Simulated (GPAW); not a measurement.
The system is SnO.

```xyz
4
Lattice="3.8137 0.0000 0.0000 0.0000 3.8137 0.0000 0.0000 0.0000 4.8869" Properties=species:S:1:pos:R:3 pbc="T T T"
Sn    1.9068    0.0000    3.7367
Sn    0.0000    1.9068    1.1503
O     0.0000    0.0000    0.0000
O     1.9068    1.9068    0.0000
```

The cell is a database's computed one.

```yaml
Program: GPAW 26.7.0
Task: relaxation of cell and atoms
Functional: PBEsol
Dispersion: D3(BJ)
Potentials_or_basis: PAW data sets generated in the run's folder for this functional
Cutoff: 800 eV
Basis: pw
k_mesh: 5 × 5 × 4
Occupations: fermi-dirac, width 0.05 eV
Spin: no spin polarisation
```

At the start: pressure -3.2 GPa; volume 17.77 Å³/atom.

Q: Where does the relaxation end?

A: Over 12 steps the energy falls by 17.6 meV/atom and the volume is 16.08 Å³/atom (-9.5 %); space group P4/nmm (No. 129, to 0.05 Å).

The path:
| step | energy change (eV) | largest force (eV/Å) | pressure (GPa) | volume (Å³) |
| --- | --- | --- | --- | --- |
| 1 | 0.0000 | 0.0205 | -3.17 | 71.08 |
| 2 | -0.0049 | 0.0657 | -2.86 | 70.81 |
| 3 | -0.0310 | 0.4335 | 0.29 | 68.06 |
| 4 | -0.0356 | 0.3845 | 0.44 | 67.62 |
| 5 | -0.0483 | 0.0327 | 0.10 | 66.17 |
| 6 | -0.0495 | 0.0454 | -0.01 | 65.91 |
| 7 | -0.0521 | 0.1385 | -0.21 | 65.58 |
| 8 | -0.0582 | 0.2569 | -0.51 | 64.89 |
| 9 | -0.0645 | 0.2628 | -0.53 | 64.25 |
| 10 | -0.0687 | 0.1513 | -0.32 | 64.11 |
| 11 | -0.0703 | 0.0280 | -0.09 | 64.28 |
| 12 | -0.0704 | 0.0013 | -0.01 | 64.32 |

Final structure:
```
Sn O
1.0
     3.75873    0.00000    0.00000
     0.00000    3.75873    0.00000
     0.00000    0.00000    4.55235
Sn O
2 2
Cartesian
  1.8794 0.0000 3.3966
  0.0000 1.8794 1.1558
  0.0000 0.0000 0.0000
  1.8794 1.8794 0.0000
```

Caveat: later steps reuse the first step's grids; pairwise dispersion overbinds metals, which lowers pressure and volume.
